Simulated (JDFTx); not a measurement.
# Nb under changes of volume

One of the cells (18.428 Å³/atom); the others are scaled copies at fixed shape and fractional positions:

```
CELL_PARAMETERS angstrom
-1.66395 1.66395 1.66395
1.66395 -1.66395 1.66395
1.66395 1.66395 -1.66395
ATOMIC_POSITIONS crystal
Nb 0.00000 0.00000 0.00000
```

```yaml
Program: JDFTx 1.7.0 (patched build)
Functional: PBEsol
Potentials_or_basis: PseudoDojo-SR-PBEsol-0.4.1-standard
Cutoff: 1116 eV
Density_cutoff: 4463 eV
k_mesh: 11 × 11 × 11
Occupations: fermi-dirac, width 0.05 eV
Spin: no spin polarisation
```

```csv
volume (Å³/atom),energy over the lowest point (meV/atom),pressure (GPa)
17.322,?,?
17.691,0.00,-0.8
18.060,5.63,-4.3
18.428,19.10,-7.6
18.797,39.79,-10.6
19.165,67.11,-13.3
19.534,100.45,-15.7
```

**Question.** What does the run at 17.322 Å³/atom give?

**Answer.** Energy over the lowest point 2.80 meV/atom; pressure 3.1 GPa.

Worked out: A Birch-Murnaghan fit of order 3 (a polynomial in V^(-2/3)) to the other rows has its minimum at 17.63 Å³/atom, just outside them, with B0 = V·E''(V) = 182 GPa and B' = 3.3. It gives 3.02 meV/atom at 17.322 Å³/atom, against the run's 2.80, and -dE/dV = 3.3 GPa, against 3.1.

Energies are extrapolated to zero smearing.
